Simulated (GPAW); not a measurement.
The system is P.

```
CELL_PARAMETERS angstrom
1.64774 -5.46504 0.00000
1.64774 5.46504 0.00000
0.00000 0.00000 4.54364
ATOMIC_POSITIONS crystal
P 0.90414 0.09586 0.58882
P 0.59586 0.40414 0.08882
P 0.40414 0.59586 0.91118
P 0.09586 0.90414 0.41118
```

Program: GPAW 26.7.0. Alike in all runs: no spin polarisation; cell as given.

**Question.** Order these runs on this cell by their pressure, lowest first.
A. level LDA; potentials or basis the program's PAW data sets (release 1.2.1) made for this functional, pw; k mesh 7 × 7 × 5; cutoff (eV) 450; smearing fermi-dirac 0.01 eV
B. level PBEint; potentials or basis PAW data sets generated in the run's folder for this functional, pw; k mesh 8 × 8 × 6; cutoff (eV) 600; smearing fermi-dirac 0.05 eV; random start of the orbitals yes; mixer msr1 beta=0.15
C. level PBE; potentials or basis SG15 ONCV 1.2, pw; k mesh 5 × 5 × 4; cutoff (eV) 1100; smearing fermi-dirac 0.05 eV; band path GXSRAZGYX1A1TY,ZT; band points 100

**Answer.** A (-1.8 GPa), B (0.4 GPa), C (2.2 GPa).

Caveats: the cutoff is short for stress and forces, so pressures can be off by a GPa or more (some runs).

Not every run made on this cell is shown here.
